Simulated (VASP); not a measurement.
Write the native input for VASP 6.6.1 that does the following.

```
Task                   : band structure
Functional             : TB-mBJ
Potentials or basis    : VASP PAW PBE potentials, release 64 (Ga_d, N)
Cutoff                 : 520 eV
k mesh                 : 10 × 10 × 10
Occupations            : gaussian, width 0.02 eV
Spin                   : no spin polarisation
Further INCAR settings : ALGO = Normal; EDIFF = 1e-06; NBANDS = 16
```

GaN:

```xyz
2
Lattice="0.0000 2.1352 2.1352 2.1352 0.0000 2.1352 2.1352 2.1352 0.0000" Properties=species:S:1:pos:R:3 pbc="T T T"
Ga    0.0000    0.0000    0.0000
N     2.1352    2.1352    2.1352
```

Measurements of this composition are mostly on another form, of space group No. 186.

These files were run (other wordings do the same):

POSCAR

```
GaN
1.0
    0.0000000000      2.1352350000      2.1352350000
    2.1352350000      0.0000000000      2.1352350000
    2.1352350000      2.1352350000      0.0000000000
Ga N
1 1
Direct
    0.0000000000      0.0000000000      0.0000000000
    0.5000000000      0.5000000000      0.5000000000
```

INCAR.step1

```
  PREC = Accurate
  ENCUT = 520
  EDIFF = 1E-5
  ISMEAR = 0
  SIGMA = 0.02
  LREAL = False
  LASPH = True
  NELM = 80
  ALGO = Normal
  ISIF = 2
  LWAVE = True
  LCHARG = False
  NBANDS = 16
  GGA = PE
```

INCAR.step2

```
  PREC = Accurate
  ENCUT = 520
  EDIFF = 1E-6
  ISMEAR = 0
  SIGMA = 0.02
  LREAL = False
  LASPH = True
  NELM = 80
  ALGO = Normal
  ISIF = 2
  LWAVE = False
  LCHARG = False
  METAGGA = MBJ
  NBANDS = 16
  ISTART = 1
```

KPOINTS

```
regular mesh
0
Gamma
  10 10 10
```

KPOINTS_OPT

```
path GXWKGLUWLK,UX
15
line-mode
reciprocal
 0.0000000000  0.0000000000  0.0000000000  G
 0.5000000000  0.0000000000  0.5000000000  X

 0.5000000000  0.0000000000  0.5000000000  X
 0.5000000000  0.2500000000  0.7500000000  W

 0.5000000000  0.2500000000  0.7500000000  W
 0.3750000000  0.3750000000  0.7500000000  K

 0.3750000000  0.3750000000  0.7500000000  K
 0.0000000000  0.0000000000  0.0000000000  G

 0.0000000000  0.0000000000  0.0000000000  G
 0.5000000000  0.5000000000  0.5000000000  L

 0.5000000000  0.5000000000  0.5000000000  L
 0.6250000000  0.2500000000  0.6250000000  U

 0.6250000000  0.2500000000  0.6250000000  U
 0.5000000000  0.2500000000  0.7500000000  W

 0.5000000000  0.2500000000  0.7500000000  W
 0.5000000000  0.5000000000  0.5000000000  L

 0.5000000000  0.5000000000  0.5000000000  L
 0.3750000000  0.3750000000  0.7500000000  K

 0.6250000000  0.2500000000  0.6250000000  U
 0.5000000000  0.0000000000  0.5000000000  X
```

Potentials or basis: VASP PAW PBE potentials, release 64 (Ga_d, N).

Run with:

```sh
$ cat potpaw_PBE.64/Ga_d/POTCAR potpaw_PBE.64/N/POTCAR > POTCAR
$ cp INCAR.step1 INCAR
$ mpirun -np 1 vasp_std > vasp.out
$ cp INCAR.step2 INCAR
$ mpirun -np 1 vasp_std > vasp.out
```

It gave:

- Band gap on the k mesh: 2.06 eV, indirect (least direct gap 3.56 eV)
- Band gap along the path: 2.04 eV, indirect (least direct gap 3.56 eV)

Run time: 79 s on 1 thread of Intel(R) Xeon(R) Platinum 8488C (Sapphire Rapids), with other jobs on the host, peak memory 0.15 GiB.
